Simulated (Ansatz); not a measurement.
**How settings move the results for CuO**

```
CELL_PARAMETERS angstrom
0.00000 2.26180 2.26180
2.26180 0.00000 2.26180
2.26180 2.26180 0.00000
ATOMIC_POSITIONS crystal
Cu 0.00000 0.00000 0.00000
O 0.25000 0.25000 0.25000
```

Atoms are numbered in the order listed.

The cell was built from the zincblende type and relaxed in the same program, and has space group F-43m; it needn't be a known or the stable phase.

Without spin polarisation or U, such a compound can come out metallic where the real one is a magnetic insulator.

All numbers below come from DFT, PBE, PAW with Ansatz's default frozen-core files, scalar-relativistic in Ansatz 0.2.0.

The runs use a Γ-centred 16×16×16 k mesh, Fermi–Dirac smearing of 0.05 eV, cutoff 420 eV, no spin polarisation. One setting is then changed at a time.

```
         k mesh  free energy less the base's (meV/atom)  P (GPa)
16×16×16 (base)                                     0.0     0.01
          5×5×5                                       ?    -0.02
          8×8×8                                       ?    -0.05
       12×12×12                                    -0.2    -0.01
       22×22×22                                     0.0     0.01
```

Fill in "free energy less the base's (meV/atom)" for the row "8×8×8".

-1.5.

What belongs in the row "5×5×5", column "free energy less the base's (meV/atom)"?

-5.6.
